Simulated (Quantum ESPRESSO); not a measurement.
# Ru in Quantum ESPRESSO: convergence with smearing width

The system is Ru.

```
CELL_PARAMETERS angstrom
2.70580 0.00000 0.00000
-1.35290 2.34329 0.00000
0.00000 0.00000 4.28190
ATOMIC_POSITIONS crystal
Ru 0.66667 0.33333 0.75000
Ru 0.33333 0.66667 0.25000
```

```yaml
Program: Quantum ESPRESSO 7.5
Task: single point
Functional: PBE
Potentials_or_basis: Ansatz NC SR PBE
Cutoff: 1143 eV
Density_cutoff: 4572 eV
k_mesh: 11 × 11 × 6
Occupations: methfessel-paxton, width 0.5 eV
Spin: no spin polarisation
```

These are the settings of the first run; the series varies smearing width, with any setting tied to it.

Hardware: 1 thread of Intel(R) Xeon(R) Processor @ 2.70GHz, on a shared host.

| smearing width | energy less the tightest run, at zero smearing (meV/atom) | pressure (GPa) | SCF cycles | CPU time (s) | peak memory (GiB) |
| --- | --- | --- | --- | --- | --- |
| 0.5 eV | -3.17 | 4.35 | 8 | 53 | 0.1 |
| 0.3 eV | -1.00 | 4.42 | 9 | 50 | 0.1 |
| 0.2 eV | -0.55 | 4.41 | 9 | 39 | 0.1 |
| 0.136 eV | -0.67 | 4.39 | 9 | 47 | 0.1 |
| 0.1 eV | -0.70 | 4.39 | 9 | 38 | 0.1 |
| 0.05 eV | -0.31 | 4.40 | 9 | 39 | 0.1 |
| 0.025 eV | -0.10 | 4.40 | 10 | 51 | 0.1 |
| 0.01 eV | 0.00 | 4.39 | 10 | 59 | 0.1 |

Against the tightest run, the energy stays within 1 meV/atom from 0.3 eV on; the pressure stays within 0.1 GPa from 0.5 eV on. Narrower smearing needs a denser k mesh, so at a fixed mesh the narrowest width isn't the most accurate. The tightest run that finished is the yardstick and may itself not be fully converged.
